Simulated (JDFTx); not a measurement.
**MgS (Niningerite) under changes of volume**

One of the cells (17.609 Å³/atom); the others are scaled copies at fixed shape and fractional positions:

```xyz
2
Lattice="0.0000 2.6016 2.6016 2.6016 0.0000 2.6016 2.6016 2.6016 0.0000" Properties=species:S:1:pos:R:3 pbc="T T T"
S     2.6016    2.6016    2.6016
Mg    0.0000    0.0000    0.0000
```

- Program: JDFTx 1.7.0 (patched build)
- Functional: RPBE
- Potentials or basis: PseudoDojo-SR-PBE-0.5-standard
- Cutoff: 1143 eV
- Density cutoff: 9143 eV
- k mesh: 9 × 9 × 9
- Occupations: fermi-dirac, width 0.05 eV
- Spin: no spin polarisation

```csv
volume (Å³/atom),energy over the lowest point (meV/atom),pressure (GPa),gap on the mesh (eV)
16.553,46.30,8.9,3.23
16.905,29.01,6.8,3.18
17.257,?,?,?
17.609,7.25,3.2,3.09
17.962,1.98,1.6,3.05
18.314,0.00,0.2,3.00
18.666,0.99,-1.1,2.96
```

Problem. What does the run at 17.257 Å³/atom give?

Solution. Energy over the lowest point 16.14 meV/atom; pressure 4.9 GPa; gap on the mesh 3.14 eV.

Worked out: A Birch-Murnaghan fit of order 3 (a polynomial in V^(-2/3)) to the other rows has its minimum at 18.37 Å³/atom with B0 = V·E''(V) = 69 GPa and B' = 4.1. It gives 16.13 meV/atom at 17.257 Å³/atom, against the run's 16.14, and -dE/dV = 4.9 GPa, against 4.9. A straight line through the other rows of the gap, of slope -2.24 eV per unit of ln V, gives 3.14 eV, against the run's 3.14.

Energies are extrapolated to zero smearing.

Caveats: the potentials were made for another functional, which shifts forces and pressure; an odd mesh through Γ misses points on the zone boundary, where band edges often lie.
